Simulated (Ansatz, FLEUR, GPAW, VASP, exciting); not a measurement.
# Si: 6 runs at one level of theory

```
CELL_PARAMETERS angstrom
0.00000 2.72185 2.72185
2.72185 0.00000 2.72185
2.72185 2.72185 0.00000
ATOMIC_POSITIONS crystal
Si 0.50000 0.50000 0.50000
Si 0.75000 0.75000 0.75000
```

Alike in all runs: task band structure; functional BLYP; k mesh 8 × 8 × 8; occupations fermi-dirac, width 0.05 eV; no spin polarisation; no spin-orbit coupling. Pressure is positive in compression and, in plane waves, holds the error of the finite cutoff, which Ansatz's Pulay term estimates and takes out. Gaps are the smaller of the mesh's and the band path's.

```csv
program and potentials,plane-wave cutoff (eV),notes,band gap (eV),pressure (GPa)
"Ansatz, Ansatz PAW",420,"potentials made for PBE, which Ansatz adapts in part; Pulay term of +0.03 GPa included",0.81,4.25
"VASP, PBE PAW files Si, 520 eV",520,potentials made for PBE,?,?
"FLEUR, all-electron, FLAPW",-,-,0.81,-
"exciting, all-electron LAPW+lo, shipped species files, valence relativity iora*",-,-,0.82,-
"GPAW, PAW data sets generated for this functional",600,-,0.81,4.38
"Ansatz, all-electron LAPW, scalar-relativistic",-,-,0.81,4.22
```

Problem. Estimate from the other rows what the run with VASP, PBE PAW files Si, 520 eV gave.

Solution. Band gap 0.82 eV; pressure 4.40 GPa. The other rows, which needn't bracket it: band gap 0.81 to 0.82; pressure 4.22 to 4.38.
